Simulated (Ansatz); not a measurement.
# H11C20N: the cost of one run

All numbers below are computed with Ansatz 0.2.0 (DFT PBE, plane waves, PAW, scalar-relativistic, no spin polarisation).

## Step 1: The starting structure

The cell holds 32 atoms (C20H11N): a = 5.049 Å, b = 5.049 Å, c = 16.836 Å, α = 90.00°, β = 90.00°, γ = 90.00°.

The coordinates stand in the first input below.

## Step 2: End point A

File input.yaml:

```yaml
crystal:
  lattice:
    - [5.048742, 0.0, 0.0]
    - [0.0, 5.048742, 0.0]
    - [0.0, 0.0, 16.835561]
  atoms:
    - { symbol: H, position: [0.4277868, 0.0, 0.0593981] }
    - { symbol: H, position: [0.0722132, 0.0, 0.0593981] }
    - { symbol: H, position: [0.9277868, 0.0, 0.0593981] }
    - { symbol: H, position: [0.5722132, 0.0, 0.0593981] }
    - { symbol: H, position: [0.4277868, 0.5, 0.0593981] }
    - { symbol: H, position: [0.0722132, 0.5, 0.0593981] }
    - { symbol: H, position: [0.9277868, 0.5, 0.0593981] }
    - { symbol: H, position: [0.5722132, 0.5, 0.0593981] }
    - { symbol: C, position: [0.25, 0.0, 0.097098] }
    - { symbol: C, position: [0.75, 0.0, 0.097098] }
    - { symbol: C, position: [0.25, 0.5, 0.097098] }
    - { symbol: C, position: [0.75, 0.5, 0.097098] }
    - { symbol: C, position: [0.25, 0.25, 0.1501108] }
    - { symbol: C, position: [0.75, 0.25, 0.1501108] }
    - { symbol: C, position: [0.25, 0.75, 0.1501108] }
    - { symbol: C, position: [0.75, 0.75, 0.1501108] }
    - { symbol: C, position: [0.0, 0.25, 0.2031236] }
    - { symbol: C, position: [0.5, 0.25, 0.2031236] }
    - { symbol: C, position: [0.0, 0.75, 0.2031236] }
    - { symbol: C, position: [0.5, 0.75, 0.2031236] }
    - { symbol: C, position: [0.0, 0.0, 0.2561364] }
    - { symbol: C, position: [0.5, 0.0, 0.2561364] }
    - { symbol: C, position: [0.0, 0.5, 0.2561364] }
    - { symbol: C, position: [0.5, 0.5, 0.2561364] }
    - { symbol: C, position: [0.25, 0.0969069, 0.3067733] }
    - { symbol: C, position: [0.75, 0.0969069, 0.3067733] }
    - { symbol: C, position: [0.25, 0.4030931, 0.28539] }
    - { symbol: C, position: [0.75, 0.4030931, 0.28539] }
    - { symbol: H, position: [0.25, 0.4791182, 0.3466211] }
    - { symbol: H, position: [0.75, 0.4791182, 0.3466211] }
    - { symbol: "N", position: [0.9247119, 0.8868234, 0.3424632] }
    - { symbol: H, position: [0.93643, 0.9027921, 0.4036433] }
basis:
  ecutwfc: 420.0
kpoints:
  mp_grid: { grid: [3, 3, 1] }
hamiltonian:
  xc: pbe
  pseudopotentials: { kind: paw, azcp: { folder: soft_1 } }
scf:
  occupations: { method: fermi_dirac, width: 0.05 }
  lower_state_search: "off"
relax:
  f_tol: 0.03
  max_steps: 60
  adjacent_minimum: "off"
  constraints: [{ sites: [0, 1, 2, 3, 4, 5, 6, 7, 8, 9, 10, 11, 12, 13, 14, 15] }]
output:
  write_density: true
  write_potential: true
  elf: true
  volumetric_format: npy
```

On the command line:

```
> ansatz run input.yaml --threads 2 --pin off --max-ram 5120MiB --backend cpu --events-out ev --progress --plain --runs-dir out
```

Q: Estimate wall time and peak memory on 2 threads of Arm Neoverse V1, shared host.

About 1.8 min, with a peak of 0.75 GiB.
